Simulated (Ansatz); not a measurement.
Crystal: Nb, fcc type, 1 atom in the cell.

Computed with PBE, plane waves, PAW datasets (generated soft set 1) (Ansatz).

Cutoff 420 eV; k-mesh 15×15×15 Γ-centred; Fermi–Dirac smearing of 0.0612 eV; no spin polarisation.

The fit to the energies gives V₀ = 18.756 Å³/atom (a₀ = 4.218 Å), B₀ = 163 GPa, B₀′ = 3.62.

(1) What pressure does the program print at V = 19.139 Å³/atom, and how far above the lowest computed point (V = 18.764 Å³/atom) does the energy lie?

Results:

(1) -3.18 GPa and 3.86 meV/atom. All points:

| V (Å³/atom) | a (Å) | E − E(min) (meV/atom) | P (GPa) |
| --- | --- | --- | --- |
| 17.638 | 4.1321 | 37.28 | 11.19 |
| 18.013 | 4.1612 | 15.94 | 7.09 |
| 18.388 | 4.1899 | 3.78 | 3.35 |
| 18.764 | 4.2182 | 0.00 | -0.07 |
| 19.139 | 4.2461 | 3.86 | -3.18 |
| 19.514 | 4.2737 | 14.67 | -6.01 |
| 19.890 | 4.3009 | 31.83 | -8.60 |

The published all-electron PBE values for this crystal (mean of FLEUR and WIEN2k, k-spacing 0.06 Å⁻¹; Bosoni et al., Nat. Rev. Phys. 6, 45 (2024)) are V₀ = 18.768 Å³/atom, B₀ = 163.6 GPa, B₀′ = 3.65. This run's mesh is coarser (spacing 0.17 Å⁻¹), so part of any difference comes from k-sampling.

The stress includes the program's correction for the finite plane-wave basis.

This cubic structure is a model: it isn't the usual form of the substance at ambient conditions, and such phases are metastable or hypothetical. The k-mesh is modest, so these values aren't fully converged in k.
